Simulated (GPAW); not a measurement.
The system is Zn.

```
Zn
1.0
     3.77113    0.00000    0.00000
     0.00000    3.77113    0.00000
     0.00000    0.00000    3.77113
Zn
3
Direct
  0.00000 0.50000 0.50000
  0.50000 0.00000 0.50000
  0.50000 0.50000 0.00000
```

The cell was built by a generator and needn't be a form met in nature.

Base run:

```yaml
Program: GPAW 26.7.0
Functional: revPBE
Potentials_or_basis: the program's PAW data sets (release 1.2.1) made for this functional
Cutoff: 600 eV
Basis: pw
k_mesh: 7 × 7 × 7
Occupations: fermi-dirac, width 0.05 eV
Spin: no spin polarisation
```

Its results: pressure 1.3 GPa.

**Question.** The run is repeated on the same cell with these changes: functional from revPBE to LDA. What comes out?

**Answer.** Pressure -7.4 GPa.

LDA binds more tightly than revPBE, so the same cell stands under less pressure.
